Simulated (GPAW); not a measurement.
# Si2W (P1) in GPAW: single point with PBE

Aim: the single point of Si2W with PBE.

Program: GPAW 26.7.0. These are calculated values, not measurements. Logs are shortened: lines on timing, memory, paths and dates and some standing lists are left out, and cuts for length are marked. The log counts tension as positive stress, the text compression.

## (1) The cell of the first run

The typed cell holds 6 atoms: a = 4.511 Å, b = 4.545 Å, c = 4.799 Å, α = 90.49°, β = 119.30°, γ = 92.17°.

## (2) Single point, PBE

File run.py:

```python
from ase.dft.bandgap import bandgap
from ase.io import read, write
from ase.units import GPa
from gpaw import GPAW, PW

atoms = read('Si2W.xyz')

calc = GPAW(mode=PW(450),
            xc='PBE',
            kpts={'size': (6, 5, 5), 'gamma': True},
            occupations={'name': 'fermi-dirac', 'width': 0.05},
            nbands=41,
            maxiter=120,
            txt='gpaw.txt')
atoms.calc = calc
energy = atoms.get_potential_energy()
forces = atoms.get_forces()
stress = atoms.get_stress()
calc.write('gs.gpw')
write('result.traj', atoms)
print(f'Energy: {energy:.6f} eV')
print('Forces (eV/A):')
print(forces.round(4))
print('Stress (GPa):', (stress / GPa).round(3))
print('Fermi level:', round(calc.get_fermi_level(), 4), 'eV')
print(f'Gap: {bandgap(calc)[0]:.4f} eV, direct: {bandgap(calc, direct=True)[0]:.4f} eV')
```

File Si2W.xyz:

```xyz
6
Lattice="-3.2501705600 3.1283777800 0.0523641100 3.2736016100 3.1518088200 0.0712099800 1.6135266400 -1.6399799700 -4.2118530600" Properties=species:S:1:pos:R:3 pbc="T T T"
Si    -1.5422381765      1.5566272839     -1.2252043663
Si     1.6514489342      1.5091638418     -1.4102465120
Si    -0.0018700020     -0.0289771562     -2.8269607741
Si     0.0031411905      3.0663779638     -2.7090031071
W      3.1812811637      3.1804155848      0.0183033393
W     -0.0061322210      3.1368990583      0.0383405672
```

Potentials or basis: GPAW PAW data sets (gpaw-data 1.2.1), pw.

Launch:

```bash
$ OMP_NUM_THREADS=1 python run.py
```

gpaw.txt:

```text
__  _  _
 | _ |_)|_||  |
 |__||  | ||/\| - 26.7.0

Input parameters:
  mode=PW(ecut=450.00000000000006),
  kpts=MonkhorstPack(size=(6, 5, 5), gamma=True),
  maxiter=120,
  nbands=41,
  occupations=Occupations(name='fermi-dirac', width=0.05),
  xc=XC(name='PBE')

Diagonalizing LCAO Hamiltonian
Converting LCAO to pw mode

            W       W

        Si     Si
            Si

           Si

Atoms  # Å, Bohr magnetons
|   | symbol |         x |         y |         z |    initial magnetic moments |
|---|--------|-----------|-----------|-----------|-----------------------------|
| 0 |     Si | -1.542238 |  1.556627 | -1.225204 | ( 0.0000,  0.0000,  0.0000) |
| 1 |     Si |  1.651449 |  1.509164 | -1.410247 | ( 0.0000,  0.0000,  0.0000) |
| 2 |     Si | -0.001870 | -0.028977 | -2.826961 | ( 0.0000,  0.0000,  0.0000) |
| 3 |     Si |  0.003141 |  3.066378 | -2.709003 | ( 0.0000,  0.0000,  0.0000) |
| 4 |      W |  3.181281 |  3.180416 |  0.018303 | ( 0.0000,  0.0000,  0.0000) |
| 5 |      W | -0.006132 |  3.136899 |  0.038341 | ( 0.0000,  0.0000,  0.0000) |

Unit cell  # Å
| periodic |         x |         y |         z |  lengths |     angles |
|----------|-----------|-----------|-----------|----------|------------|
|      yes | -3.250171 |  3.128378 |  0.052364 | 4.511441 |  90.490662 |
|      yes |  3.273602 |  3.151809 |  0.071210 | 4.544825 | 119.298194 |
|      yes |  1.613527 | -1.639980 | -4.211853 | 4.799240 |  92.168941 |

Number of symmetries: 1
Symmetry operations  # r_c * U_cc + t_c -> r_c
|   | kind |            matrix            |
|---|------|------------------------------|
| 0 |  E   |  1, 0, 0,  0, 1, 0,  0, 0, 1 |

BZ-sampling:
  Number of BZ points: 150
  Number of IBZ points: 76

  Monkhorst-Pack size: [6, 5, 5]
  Monkhorst-Pack shift: [0.08333333333333333, 0.0, 0.0]

K-points  # in reciprocal-cell coordinates
|     |                                coordinates |     weight |
|-----|--------------------------------------------|------------|
|   0 | (  0.00000000,   0.00000000,   0.00000000) | 0.00666667 |
|   1 | (  0.00000000,   0.00000000,   0.20000000) | 0.01333333 |
|   2 | (  0.00000000,   0.00000000,   0.40000000) | 0.01333333 |
|   3 | (  0.00000000,   0.20000000,  -0.40000000) | 0.01333333 |
|   4 | (  0.00000000,   0.20000000,  -0.20000000) | 0.01333333 |
|   5 | (  0.00000000,   0.20000000,   0.00000000) | 0.01333333 |
|   6 | (  0.00000000,   0.20000000,   0.20000000) | 0.01333333 |
|   7 | (  0.00000000,   0.20000000,   0.40000000) | 0.01333333 |
|   8 | (  0.00000000,   0.40000000,  -0.40000000) | 0.01333333 |
|   9 | (  0.00000000,   0.40000000,  -0.20000000) | 0.01333333 |
| ... |                                            |            |
|  75 | (  0.50000000,   0.40000000,   0.40000000) | 0.01333333 |

Plane wave coefficients: 1871
Cutoff: 450.00000000000006 eV

Spin-components: 1 (collinear spins)
Bands:           41
Projectors:      32
Spin-degeneracy: 2
Datatype:        complex128

Parallelization:
  kpt:    1
  domain: 1
  band:   1

Density:
  Valence electrons: 44.0
  Components: 1
  Grid points: [24 24 24]
  Charge: 0.0  # |e|

Potential:
  Grid points: [24 24 24]

species:
  Si:
    name:    Silicon
    Z:       14.0
    valence: 4
    core:    10
    charge:  0.0  # [|e|]
    compensation charges:
      type: gauss
      rc: 0.33  # [Å]
      lmax: 2
    cutoffs:
      filter: 1.86  # [Å]
      core: 2.06  # [Å]
    projectors
    | kind |    occ | energy [eV] | rcut [Å] |
    |------|--------|-------------|----------|
    |   3s |  2.000 |     -10.812 |    1.058 |
    |   3p |  2.000 |      -4.081 |    1.058 |
    |    s |        |      16.399 |    1.058 |
    |    p |        |      23.130 |    1.058 |
    |    d |        |       0.000 |    1.058 |

    Using partial waves for Si as LCAO basis

  W:
    name:    Tungsten
    Z:       74.0
    valence: 14
    core:    60
    charge:  0.0  # [|e|]
    compensation charges:
      type: gauss
      rc: 0.40  # [Å]
      lmax: 2
    cutoffs:
      filter: 2.36  # [Å]
      core: 3.02  # [Å]
    projectors
    | kind |    occ | energy [eV] | rcut [Å] |
    |------|--------|-------------|----------|
    |   5s |  2.000 |     -78.830 |    1.344 |
    |   6s |  2.000 |      -5.697 |    1.344 |
    |   5p |  6.000 |     -43.233 |    1.355 |
    |   6p |  0.000 |      -1.367 |    1.355 |
    |   5d |  4.000 |      -4.494 |    1.228 |
    |    d |        |      22.717 |    1.228 |

    Using partial waves for W as LCAO basis

Reference energy: -909088.720311  # eV

eigensolver:
  PPCG
  Converge bands: occupied
  niter=2

density mixing:
  MSR1-Mixer
  Pratt-step length: 0.05
  Maximum mixing coefficient: 0.75
  Old densities: 10
  SVD Regularization: 0.005
  Good broyden scale: 1.0
  Trust region scale: 1.0
  Backstep threshold: 4.0
  History deletion threshold: 6.0
  Fourier metric: weight=20.0, sigma=0.015

occupation numbers:
  Fermi-Dirac:
    width: 0.0500  # eV

poisson solver:
  ecut: 3600.0000000000005  # eV

xc functional:
  name: PBE with 2 nearest neighbor stencil

convergence criteria:
- Maximum [total energy] change in last 3 cyles: 0.0005 eV / valence electron
- Maximum integral of absolute [dens]ity change: 0.0001 electrons / valence electron
- Maximum integral of absolute [eigenst]ate change: 4e-08 eV^2 / valence electron
maximum number of iterations: 120

SCF iterations
|iter     | |      energy | eigst |  dens |
|---------|-|-------------|-------|-------|
|iter:   1| |  -45.958666 | +0.24 |       |
|iter:   2| |  -46.111096 | -2.09 | -1.21 |
|iter:   3| |  -52.581918 | -0.43 | -1.21 |
|iter:   4| |  -46.091518 | -0.63 | -0.75 |
|iter:   5| |  -45.907181 | -2.17 | -1.52 |
|iter:   6| |  -45.920828 | -3.18 | -2.01 |
|iter:   7| |  -45.905947c| -3.57 | -2.12 |
|iter:   8| |  -45.905777c| -4.82 | -2.85 |
|iter:   9| |  -45.905775c| -6.18 | -3.54 |
|iter:  10| |  -45.905777c| -7.08 | -3.91 |
|iter:  11| |  -45.905777c| -7.70c| -4.51c|

Converged in 11 steps
Energy contributions relative to reference atoms: (reference = -909088.720311)

Energy contributions:
  Kinetic:          19.705129
  Coulomb:         -15.881452
  Zero:             -0.139617
  External:          0.000000
  Xc:              -49.584009
  Entropy:          -0.011654
  Spinorbit:         0.000000
  ----------------------------
  Free energy:     -45.911604
  Extrapolated:    -45.905777

dipole moment: (-2.449521, -0.771837, 29.912311)  # |e|*Ang

Fermi level: 11.855
Eigenvalues  # (at kpt = [0.000, 0.000, 0.000])
| band index |      eig [eV] | occ [0-2] |
|------------|---------------|-----------|
|          0 |       -61.917 |     2.000 |
|        ... |               |           |
|         13 |         6.573 |     2.000 |
|         14 |         7.189 |     2.000 |
|         15 |         7.254 |     2.000 |
|         16 |         8.400 |     2.000 |
|         17 |         8.598 |     2.000 |
|         18 |         9.226 |     2.000 |
|         19 |         9.913 |     2.000 |
|         20 |        10.187 |     2.000 |
|         21 |        12.721 |     0.000 |
|         22 |        13.704 |     0.000 |
|         23 |        14.191 |     0.000 |
|         24 |        14.521 |     0.000 |
|         25 |        14.651 |     0.000 |
|         26 |        14.969 |     0.000 |
|         27 |        15.142 |     0.000 |
|         28 |        15.232 |     0.000 |
|        ... |               |           |
|         40 |        25.751 |     0.000 |

No gap
No difference between direct/indirect transitions

Forces  # eV/Ang
|        x |        y |        z |
|----------|----------|----------|
| -1.52674 |  0.41161 | -1.41550 |  # Si   0
| -0.14485 |  0.40641 |  0.59430 |  # Si   1
| -0.29847 | -0.22164 |  0.35963 |  # Si   2
| -0.01043 |  0.24606 | -0.74090 |  # Si   3
|  1.58434 | -1.09059 |  0.75255 |  # W    4
|  0.39592 |  0.24822 |  0.44995 |  # W    5

Stress tensor  # eV/Ang^3
|         x |         y |         z |
|-----------|-----------|-----------|
|  0.020639 |  0.014508 | -0.004648 |
|  0.014508 | -0.040968 |  0.043511 |
| -0.004648 |  0.043511 |  0.125466 |

# Writing to gs.gpw (mode='')
```

Wall time 2.2 min (1 thread of Arm Neoverse V1, shared host); peak memory 0.28 GiB.

What came out:

| Quantity | Value |
| --- | --- |
| Free energy | -45.9116 eV |
| Pressure | -5.6 GPa |
| Largest force | 2.122 eV/Å |
| Band gap on the k mesh | none (metal or under the smearing width) |

Forces in eV/Å, atoms in the order of the input:
```
Si  -1.527  0.412 -1.415
Si  -0.145  0.406  0.594
Si  -0.298 -0.222  0.360
Si  -0.010  0.246 -0.741
W    1.584 -1.091  0.753
W    0.396  0.248  0.450
```

Levels at points of the mesh, in eV from the Fermi level:
```csv
k point,band 19,band 20,band 21,band 22,band 23,band 24,band 25,band 26
"(0.00, 0.00, 0.00)",-2.63,-1.94,-1.67,0.87,1.85,2.34,2.67,2.80
"(0.50, 0.00, 0.00)",-2.58,-2.52,-2.00,-1.81,1.37,1.65,1.88,2.10
```

Caveat: the cutoff is short for stress and forces, so pressures can be off by a GPa or more.
